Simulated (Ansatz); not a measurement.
**Lattice dynamics of Li(110) slab, 3 layers**

Wanted: phonon frequencies of Li(110) slab, 3 layers and what follows from them.

Calculated with Ansatz 0.2.0; DFT PBE, scalar-relativistic, plane waves, PAW; PAW set soft_1.

This is a report of a sequence of runs, with most program output left out.

### Step 1. Starting point

The cell holds 3 atoms: 3 Li. Its edges and angles: a = 3.022 Å, b = 3.022 Å, c = 17.936 Å, α = 90.0°, β = 90.0°, γ = 70.5°. Vacuum lies along c.

### Step 2. Relaxation

The cell and atoms are relaxed, since residual forces and stress would shift the frequencies.

The program solves this slab on a cell height of its own, 33.7 Å, in place of the one typed.

input.yaml

```yaml
crystal:
  lattice:
    - [1.745, 2.4678, 0.0]
    - [-1.745, 2.4678, 0.0]
    - [0.0, 0.0, 17.93561]
  atoms:
    - { symbol: Li, position: [0.0, 0.0, 0.362408] }
    - { symbol: Li, position: [0.5, 0.5, 0.5] }
    - { symbol: Li, position: [0.0, 0.0, 0.637592] }
  periodic: [true, true, false]
kpoints:
  mp_grid: { grid: [14, 14, 1] }
hamiltonian:
  xc: pbe
  pseudopotentials: { kind: paw, azcp: { folder: soft_1 } }
scf:
  occupations: { method: gaussian, width: 0.1 }
output:
  forces: true
  stress: true
  eigenvalues: true
relax:
  adjacent_minimum: "off"
  f_tol: 0.005
  max_steps: 80
  cell: { stress_2d_tol: 0.02 }
```

Command:

```
ansatz run input.yaml --threads 4 --pin off --max-ram 16384MiB --backend cpu --events-out ev --progress --plain --runs-dir out
```

It took 28 s on 4 threads of Arm Neoverse V1, shared host; peak memory 0.6 GiB.

The steps of the relaxation:

| step | energy less that of the first step (eV) | largest force component (eV/Å) | volume (Å³) |
| --- | --- | --- | --- |
| 1 | 0.0000 | 0.1080 | 290.00 |
| 2 | -0.0197 | 0.0111 | 289.50 |
| 3 | -0.0201 | 0.0041 | 288.86 |
| 4 | -0.0213 | 0.0001 | 286.17 |
| 5 | -0.0229 | 0.0030 | 282.19 |
| 6 | -0.0243 | 0.0061 | 277.35 |
| 7 | -0.0252 | 0.0040 | 283.71 |
| 8 | -0.0253 | 0.0012 | 282.17 |
| 9 | -0.0254 | 0.0000 | 281.80 |
| 10* | -0.0253 | 0.0000 | 281.80 |

Relaxation steps marked * repeat the geometry before them on a plane-wave basis chosen anew for their cell, so energy and pressure can jump there.

Forces are held to the 8 operations that the run works with; a distortion that breaks them can't arise in this run.

| cell as run | before | after | change |
| --- | --- | --- | --- |
| a (Å) | 3.022 | 3.039 | +0.5 % |
| b (Å) | 3.022 | 3.039 | +0.5 % |
| γ (°) | 70.53 | 65.02 | -7.8 % |

The atoms that moved most (Å, along periodic axes as changes of fractional coordinates times the final cell, across vacuum about the mean position):

| atom | dx | dy | dz | length |
| --- | --- | --- | --- | --- |
| Li1 | 0.000 | 0.000 | 0.104 | 0.104 |
| Li3 | 0.000 | 0.000 | -0.104 | 0.104 |

The relaxed structure:

```xyz
3
Lattice="1.6330 2.5625 0.0000 -1.6330 2.5625 0.0000 0.0000 0.0000 33.6712" Properties=species:S:1:pos:R:3
Li    0.0000    0.0000    6.6043
Li    0.0000    2.5625    8.9678
Li    0.0000    0.0000   11.3314
```

Numbers from this step:

```yaml
gap_on_the_k_mesh: 0 eV
area_per_atom: 2.79 Å²
```

### Step 3. Tight relaxation

Phonons need a cell at rest on their own settings, so the relaxation is repeated with tight tolerances on forces and stress, using the mesh and the filling of the phonon run that follows.

input.yaml

```yaml
crystal:
  lattice:
    - [1.6329939028, 2.5625197283, 0.0]
    - [-1.6329939028, 2.5625197283, 0.0]
    - [0.0, 0.0, 33.6711858045]
  atoms:
    - { symbol: Li, position: [0.0, 0.0, 0.1961396558] }
    - { symbol: Li, position: [0.5, 0.5, 0.266334695] }
    - { symbol: Li, position: [0.0, 0.0, 0.3365297341] }
  periodic: [true, true, false]
kpoints:
  mp_grid: { grid: [16, 16, 1] }
hamiltonian:
  xc: pbe
  pseudopotentials: { kind: paw, azcp: { folder: soft_1 } }
scf:
  occupations: { method: methfessel_paxton, width: 0.2 }
output:
  forces: true
  stress: true
  eigenvalues: true
  write_density: true
  write_potential: true
  elf: true
  volumetric_format: npy
relax:
  adjacent_minimum: "off"
  f_tol: 0.001
  max_steps: 60
  cell: { stress_2d_tol: 0.002 }
```

The job ended after 25 s (4 threads; peak memory 0.63 GiB; 94 s of CPU time).

The steps of the relaxation:

| step | energy less that of the first step (eV) | largest force component (eV/Å) | volume (Å³) |
| --- | --- | --- | --- |
| 1 | 0.0000 | 0.0015 | 281.80 |
| 2 | 0.0000 | 0.0001 | 281.67 |
| 3 | 0.0000 | 0.0005 | 281.50 |
| 4 | 0.0000 | 0.0002 | 281.44 |
| 5 | 0.0000 | 0.0001 | 281.46 |
| 6 | 0.0000 | 0.0000 | 281.49 |
| 7* | 0.0000 | 0.0000 | 281.49 |

Relaxation steps marked * repeat the geometry before them on a plane-wave basis chosen anew for their cell, so energy and pressure can jump there.

The run keeps the 8 symmetry operations that it works with, so distortions that break them were not tested.

| cell as run | before | after | change |
| --- | --- | --- | --- |
| a (Å) | 3.039 | 3.035 | -0.1 % |
| b (Å) | 3.039 | 3.035 | -0.1 % |
| γ (°) | 65.02 | 65.16 | +0.2 % |

The relaxed structure:

```
Li
1.0
     1.63431    2.55766    0.00000
    -1.63431    2.55766    0.00000
     0.00000    0.00000   33.67119
Li
3
Direct
  0.00000 0.00000 0.19611
  0.50000 0.50000 0.26633
  0.00000 0.00000 0.33656
```

This step gave:

| Property | Result |
| --- | --- |
| area per atom | 2.787 Å² |

Valence density in the ac plane at fractional y = 0.000, with atoms of Li within 0.2 Å of it. It is the smooth field of the valence electrons, not physical close to the nuclei.

Values in e/Å³, 24 rows by 16 columns, each cell a mean:
```
0.0 0.0 0.0 0.0 0.0 0.0 0.0 0.0 0.0 0.0 0.0 0.0 0.0 0.0 0.0 0.0
0.0 0.0 0.0 0.0 0.0 0.0 0.0 0.0 0.0 0.0 0.0 0.0 0.0 0.0 0.0 0.0
0.0 0.0 0.0 0.0 0.0 0.0 0.0 0.0 0.0 0.0 0.0 0.0 0.0 0.0 0.0 0.0
0.0 0.0 0.0 0.0 0.0 0.0 0.0 0.0 0.0 0.0 0.0 0.0 0.0 0.0 0.0 0.0
0.0 0.0 0.0 0.0 0.0 0.0 0.0 0.0 0.0 0.0 0.0 0.0 0.0 0.0 0.0 0.0
0.0 0.0 0.0 0.0 0.0 0.0 0.0 0.0 0.0 0.0 0.0 0.0 0.0 0.0 0.0 0.0
0.0 0.0 0.0 0.0 0.0 0.0 0.0 0.0 0.0 0.0 0.0 0.0 0.0 0.0 0.0 0.0
0.0 0.0 0.0 0.0 0.0 0.0 0.0 0.0 0.0 0.0 0.0 0.0 0.0 0.0 0.0 0.0
0.0 0.0 0.0 0.0 0.0 0.0 0.0 0.0 0.0 0.0 0.0 0.0 0.0 0.0 0.0 0.0
0.0 0.0 0.0 0.0 0.0 0.0 0.0 0.0 0.0 0.0 0.0 0.0 0.0 0.0 0.0 0.0
0.0 0.0 0.0 0.0 0.0 0.0 0.0 0.0 0.0 0.0 0.0 0.0 0.0 0.0 0.0 0.0
0.0 0.0 0.0 0.0 0.0 0.0 0.0 0.0 0.0 0.0 0.0 0.0 0.0 0.0 0.0 0.0
0.0 0.0 0.0 0.0 0.0 0.0 0.0 0.0 0.0 0.0 0.0 0.0 0.0 0.0 0.0 0.0
0.0 0.0 0.0 0.0 0.0 0.0 0.0 0.0 0.0 0.0 0.0 0.0 0.0 0.0 0.0 0.0
0.0 0.0 0.0 0.0 0.0 0.0 0.0 0.0 0.0 0.0 0.0 0.0 0.0 0.0 0.0 0.0
3.4 2.5 0.9 0.2 0.0 0.0 0.0 0.0 0.0 0.0 0.0 0.0 0.0 0.2 0.9 2.5
0.9 0.6 0.3 0.1 0.1 0.1 0.1 0.1 0.1 0.1 0.1 0.1 0.1 0.1 0.3 0.6
0.1 0.1 0.1 0.1 0.1 0.1 0.1 0.1 0.1 0.1 0.1 0.1 0.1 0.1 0.1 0.1
0.4 0.3 0.1 0.1 0.1 0.1 0.1 0.1 0.1 0.1 0.1 0.1 0.1 0.1 0.1 0.3
3.8 2.8 1.1 0.2 0.1 0.0 0.0 0.0 0.0 0.0 0.0 0.0 0.1 0.2 1.1 2.8
0.0 0.0 0.0 0.0 0.0 0.0 0.0 0.0 0.0 0.0 0.0 0.0 0.0 0.0 0.0 0.0
0.0 0.0 0.0 0.0 0.0 0.0 0.0 0.0 0.0 0.0 0.0 0.0 0.0 0.0 0.0 0.0
0.0 0.0 0.0 0.0 0.0 0.0 0.0 0.0 0.0 0.0 0.0 0.0 0.0 0.0 0.0 0.0
0.0 0.0 0.0 0.0 0.0 0.0 0.0 0.0 0.0 0.0 0.0 0.0 0.0 0.0 0.0 0.0
```
Columns run along a (3.0 Å), rows up along c (33.7 Å). Atoms in or near the plane, at fractional coordinates: Li at (0.00, 0.20), Li at (0.00, 0.34).

Electrostatic potential energy in the ac plane at fractional y = 0.000, with atoms of Li within 0.2 Å of it. With pseudopotentials it is smooth inside the atoms' cores, unlike the true potential.

Ten even steps from '_' (-12 eV) to '@' (0 eV), each cell a mean:
```
@@@@@@@@@@@@@@@@@@@@@@@@@@@@@@@@
@@@@@@@@@@@@@@@@@@@@@@@@@@@@@@@@
@@@@@@@@@@@@@@@@@@@@@@@@@@@@@@@@
@@@@@@@@@@@@@@@@@@@@@@@@@@@@@@@@
@@@@@@@@@@@@@@@@@@@@@@@@@@@@@@@@
@@@@@@@@@@@@@@@@@@@@@@@@@@@@@@@@
@@@@@@@@@@@@@@@@@@@@@@@@@@@@@@@@
@@@@@@@@@@@@@@@@@@@@@@@@@@@@@@@@
@@@@@@@@@@@@@@@@@@@@@@@@@@@@@@@@
@@@@@@@@@@@@@@@@@@@@@@@@@@@@@@@@
@@@@@@@@@@@@@@@@@@@@@@@@@@@@@@@@
@@@@@@@@@@@@@@@@@@@@@@@@@@@@@@@@
@@@@@@@@@@@@@@@@@@@@@@@@@@@@@@@@
@@@@@@@@@@@@@@@@@@@@@@@@@@@@@@@@
%%@@@@@@@@@@@@@@@@@@@@@@@@@@@@@@
____....==**##%%%%%%##**==....__
----==++##%%%%@@@@@@%%%%##++==--
%%%%%%%%%%%%%%%%%%%%%%%%%%%%%%%%
====++**##%%%%@@@@@@%%%%##**++==
______..==**##%%%%%%##**==..____
%%%%%%@@@@@@@@@@@@@@@@@@@@@@%%%%
@@@@@@@@@@@@@@@@@@@@@@@@@@@@@@@@
@@@@@@@@@@@@@@@@@@@@@@@@@@@@@@@@
@@@@@@@@@@@@@@@@@@@@@@@@@@@@@@@@
```
Columns run along a (3.0 Å; values clipped at the 3rd and 97th percentile), rows up along c (33.7 Å). Atoms in or near the plane, at fractional coordinates: Li at (0.00, 0.20), Li at (0.00, 0.34).

ELF in the ac plane at fractional y = 0.000, with atoms of Li within 0.2 Å of it. It is the smooth field of the valence electrons, not physical close to the nuclei.

Ten even steps from '0' (0.00 × 1e-1) to '9' (7.11 × 1e-1), each cell a mean:
```
0000000000000000
0000000000000000
0000000000000000
0000000000000000
0000000000000000
0000000000000000
0000000000000000
0000000000000000
0000000000000000
0000000000000000
0000000000000000
0000000000000000
0000000000000000
0000000000000000
2222344555443222
7641126999621146
4433468999864334
7777777777777777
4434568999865434
8751025999520157
1222345555543222
0000000000000000
0000000000000000
0000000000000000
```
Columns run along a (3.0 Å), rows up along c (33.7 Å). Atoms in or near the plane, at fractional coordinates: Li at (0.00, 0.20), Li at (0.00, 0.34).

The largest force component left is 0.0026 meV/Å, within the tolerances set.

### Step 4. Linear response at the zone centre

The zone centre comes first: it holds the modes that light can see, as far as symmetry allows. No field response is asked, since the mesh shows no gap.

input.yaml, the sections that differ from step 3:

```yaml
crystal:
  lattice:
    - [1.6343058381, 2.5576591677, 0.0]
    - [-1.6343058381, 2.5576591677, 0.0]
    - [0.0, 0.0, 33.6711858045]
  atoms:
    - { symbol: Li, position: [0.0, 0.0, 0.196106582] }
    - { symbol: Li, position: [0.5, 0.5, 0.266334695] }
    - { symbol: Li, position: [0.0, 0.0, 0.336562808] }
  periodic: [true, true, false]
output:
  eigenvalues: true
phonons:
  method: dfpt
# kpoints, hamiltonian, scf: as in step 3
# relax: removed
```

The job ended after 38 s (4 threads; peak memory 1 GiB; 2.3 min of CPU time).

This step gave:

* sum-rule residual before enforcement: 1.64e-6 eV/Å²
* point group: mmm
* highest optical mode at the zone centre (no LO-TO term): 301.7 cm⁻¹
* lowest optical zone-centre mode: -59.99 cm⁻¹

Patterns of degenerate modes are one choice out of their space. Modes at Γ (negative means imaginary):

| mode | frequency (cm⁻¹) | symmetry |
| --- | --- | --- |
| 1 | -60.0 | B2u |
| 2 | -34.8 | B3g |
| 3 | 0.0 | acoustic |
| 4 | 0.0 | acoustic |
| 5 | 0.0 | acoustic |
| 6 | 106.5 | B2g |
| 7 | 175.5 | Ag |
| 8 | 181.8 | B3u |
| 9 | 301.7 | B1u |

Displacements in mode 1 (-60.0 cm⁻¹), the largest set to 1:
```
Li1  0.00 -0.50  0.00
Li2  0.00  1.00  0.00
Li3  0.00 -0.50  0.00
```

Displacements in mode 9 (301.7 cm⁻¹), the largest set to 1:
```
Li1  0.00  0.00 -0.50
Li2  0.00  0.00  1.00
Li3  0.00  0.00 -0.50
```

Before it was imposed, the acoustic sum rule was missed by 1.6e-6 eV/Å². Small misses are needed for a sound result but don't prove that mesh and cutoff are converged. The lowest optical mode is imaginary, 60.0i cm⁻¹, so the energy falls along it.

### Step 5. The dispersion

Stability and thermal properties need the whole zone. Linear response on a 4×4×1 q mesh gives force constants as far as a supercell of that size would.

Edit input.yaml of step 4 so:

```diff
@@ -21 +21,6 @@
   method: dfpt
+  qmesh: [4, 4, 1]
+  temperatures: { t_max: 1000, t_step: 50 }
+  qpath:
+    path: [[0.0, 0.0, 0.0], [0.5, 0.5, 0.0], [0.64792454, 0.35207546, 0.0]]
+    npoints: 10
```

Wall time 8 min (4 threads); peak memory 2 GiB; 31 min of CPU time.

Numbers from this step:

```
sum-rule residual before enforcement                    : 1.65e-6 eV/Å²
lowest frequency on the path                            : -59.99 cm⁻¹
highest frequency on the path or at a solved wavevector : 323.8 cm⁻¹
lowest mode on the q mesh (acoustic modes at Γ apart)   : -59.99 cm⁻¹
```

Frequencies (cm⁻¹) solved at each irreducible wavevector; negative means imaginary. Frequencies by wavevector, by row:

| q in reciprocal lattice units | star | mode 1 | mode 2 | mode 3 | mode 4 | mode 5 | mode 6 | mode 7 | mode 8 | mode 9 |
| --- | --- | --- | --- | --- | --- | --- | --- | --- | --- | --- |
| 0 0 0 | 1 | -60 | -34.8 | 0 | 0 | 0 | 106.5 | 175.5 | 181.8 | 301.7 |
| 0 0.25 0 | 4 | 61.4 | 80.2 | 119.1 | 123.5 | 158.9 | 208.6 | 224.1 | 272 | 297.5 |
| 0 -0.5 0 | 2 | 93.5 | 121.5 | 153.1 | 192.2 | 201.3 | 241.5 | 299.7 | 314.8 | 317.1 |
| 0.25 0.25 0 | 2 | -45.7 | 128.8 | 170.9 | 172.2 | 200.8 | 219 | 231.9 | 246.2 | 309.6 |
| 0.25 -0.5 0 | 4 | 102.4 | 118.5 | 219.1 | 230.3 | 249.9 | 286.9 | 293 | 305.2 | 312.5 |
| 0.25 -0.25 0 | 2 | 113.3 | 172.7 | 212.5 | 217.1 | 242.7 | 243.2 | 244.5 | 301.9 | 306.7 |
| -0.5 -0.5 0 | 1 | -51.4 | 171.7 | 182.1 | 226 | 294.2 | 305 | 318.5 | 319.6 | 323.8 |

Interpolated from a 4×4×1 q mesh. Phonon branches along the path, in cm⁻¹:

| point | branch 1 | branch 2 | branch 3 | branch 4 | branch 5 | branch 6 | branch 7 | branch 8 | branch 9 |
| --- | --- | --- | --- | --- | --- | --- | --- | --- | --- |
| Γ | -60 | -35 | 0 | 0 | 0 | 106 | 176 | 182 | 302 |
| halfway | -46 | 129 | 171 | 172 | 201 | 219 | 232 | 246 | 310 |
| Y | -51 | 172 | 182 | 226 | 294 | 305 | 318 | 320 | 324 |
| halfway | 37 | 141 | 225 | 239 | 294 | 296 | 315 | 317 | 318 |
| C0 | 112 | 131 | 236 | 259 | 272 | 297 | 299 | 299 | 320 |

The phonon density of states has structure finer than the step of the table below, so its rows give means over 20 cm⁻¹, whole bins alone (the curve runs from -62.5 to 322 cm⁻¹). Peaks (cm⁻¹: height): 107.5: 0.0410, 197.5: 0.0396, 302.5: 0.0797.

Tetrahedra on a 24×24×1 mesh, mean over bins of 5 cm-1. Interpolated from a 4×4×1 q mesh. Table of phonon density of states by wavenumber; means over each step:

| wavenumber (cm⁻¹) | phonon density of states (1/cm⁻¹/cell) |
| --- | --- |
| -40 | 0.00585 |
| -20 | 0.00488 |
| 0 | 0.00315 |
| 20 | 0.00407 |
| 40 | 0.00621 |
| 60 | 0.00886 |
| 80 | 0.0120 |
| 100 | 0.0302 |
| 120 | 0.0287 |
| 140 | 0.0251 |
| 160 | 0.0284 |
| 180 | 0.0363 |
| 200 | 0.0353 |
| 220 | 0.0291 |
| 240 | 0.0320 |
| 260 | 0.0267 |
| 280 | 0.0302 |
| 300 | 0.0672 |

Symmetry leaves 7 wavevectors to solve. The lowest mode among them, the acoustic zeros apart, lies at Γ and is imaginary, 60.0i cm⁻¹, so the energy falls along it.

### Step 6. Summary of results

```json
{
  "space group after relaxation (within 0.01 Å)": "Cmmm",
  "area per atom": "2.79 Å²",
  "electronic character": "no gap on this mesh",
  "highest optical mode at the zone centre (no LO-TO term)": "302 cm⁻¹",
  "lowest optical zone-centre mode": "-60.0 cm⁻¹",
  "lowest mode on the q mesh (acoustic modes at Γ apart)": "-60.0 cm⁻¹",
  "highest frequency on the path or at a solved wavevector": "324 cm⁻¹",
  "imaginary modes on the 4×4×1 q mesh": "yes"
}
```

Modes are clearly imaginary (beyond 10i cm⁻¹) at 3 of the 7 irreducible wavevectors, most at Γ (60.0i cm⁻¹), so this structure is not a minimum of the energy. The optical modes at Γ span -60 to 302 cm⁻¹ (negative means imaginary). With no gap, or one that is small against the smearing, the frequencies hang on the k mesh and the smearing, most of all near Kohn anomalies. In a sheet or slab the interpolated bending branch near Γ is rough, since the rotational sum rule isn't imposed. A phonon run warned that its eigensolver left some bands unconverged in a pass. The starting cell was built on a prototype and not taken from a measurement. These are harmonic frequencies at zero temperature: anharmonic shifts, linewidths and thermal expansion are left out.

[Logs are printed without paths, hosts, clocks, repeated set-up lines and the standing remarks that a program may print on its own settings, such as how far it seeks lower states.]

[Hosts, paths, dates, database ids (printed as entryN), source tags and the programs' standing remarks are cut or masked in the printed files.]
